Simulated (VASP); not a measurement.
**TiAl3: single point with PBE**

The system is TiAl3.

```
Ti Al
1.0
    -1.91111    1.91111    4.28067
     1.91111   -1.91111    4.28067
     1.91111    1.91111   -4.28067
Ti Al
1 3
Direct
  0.00000 0.00000 0.00000
  0.50000 0.50000 0.00000
  0.75000 0.25000 0.50000
  0.25000 0.75000 0.50000
```

The cell comes from a database or a generator and needn't be the stable form of this composition.

```
Program                : VASP 6.6.1
Task                   : single point
Functional             : PBE
Potentials or basis    : VASP PAW PBE potentials, release 64 (Ti_sv, Al)
Cutoff                 : 520 eV
k mesh                 : 6 × 6 × 6
Occupations            : gaussian, width 0.1 eV
Spin                   : no spin polarisation
Dipole correction      : no
Further INCAR settings : ALGO = Normal; EDIFF = 1e-07; NBANDS = 18
```

```yaml
Pressure: 2.1 GPa
Band_gap_on_the_k_mesh: none (metal or under the smearing width)
```

Stress tensor (GPa, compression positive):
```
2.00 0.00 0.00
0.00 2.00 0.00
0.00 0.00 2.22
```

Levels at points of the mesh, in eV from the Fermi level:
```
           k point  band 8  band 9  band 10  band 11  band 12  band 13  band 14  band 15
(0.00, 0.00, 0.00)   -1.43   -1.24    -1.24     0.81     1.73     1.73     2.24     2.47
(0.50, 0.00, 0.00)   -2.97   -1.08    -0.27     0.50     1.80     2.09     2.72     3.16
(0.50, 0.50, 0.00)   -3.78   -2.73    -2.22    -1.00     1.77     1.94     2.69     2.83
(0.50, 0.50, 0.50)   -0.94   -0.94    -0.24     0.70     0.70     0.93     3.07     4.76
```

It took 36 s on 1 thread of Intel(R) Xeon(R) 6975P-C (Granite Rapids), with other jobs on the host, peak memory 0.24 GiB.

Caveat: the k mesh is coarse (spacing up to 0.39 Å⁻¹), so the values aren't converged.
